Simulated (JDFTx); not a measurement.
## Mg under changes of volume

One of the cells (22.285 Å³/atom); the others are scaled copies at fixed shape and fractional positions:

```
Mg
1.0
    -1.77276    1.77276    1.77276
     1.77276   -1.77276    1.77276
     1.77276    1.77276   -1.77276
Mg
1
Direct
  0.00000 0.00000 0.00000
```

This isn't the form of Mg at room conditions, which is hcp.

* Program: JDFTx 1.7.0 (patched build)
* Functional: PBE
* Potentials or basis: PseudoDojo-SR-PBE-0.5-standard
* Cutoff: 1143 eV
* Density cutoff: 4572 eV
* k mesh: 11 × 11 × 11
* Occupations: fermi-dirac, width 0.05 eV
* Spin: no spin polarisation

```tsv
volume (Å³/atom)	energy over the lowest point (meV/atom)	pressure (GPa)
20.948	20.97	3.8
21.394	11.92	2.7
21.839	?	?
22.285	1.67	1.0
22.731	0.00	0.2
23.176	0.34	-0.5
23.622	2.51	-1.1
```

Task: What does the run at 21.839 Å³/atom give?

Result: Energy over the lowest point 5.57 meV/atom; pressure 1.8 GPa.

Worked out: A Birch-Murnaghan fit of order 3 (a polynomial in V^(-2/3)) to the other rows has its minimum at 22.87 Å³/atom with B0 = V·E''(V) = 36 GPa and B' = 3.9. It gives 5.58 meV/atom at 21.839 Å³/atom, against the run's 5.57, and -dE/dV = 1.8 GPa, against 1.8.

Energies are extrapolated to zero smearing.
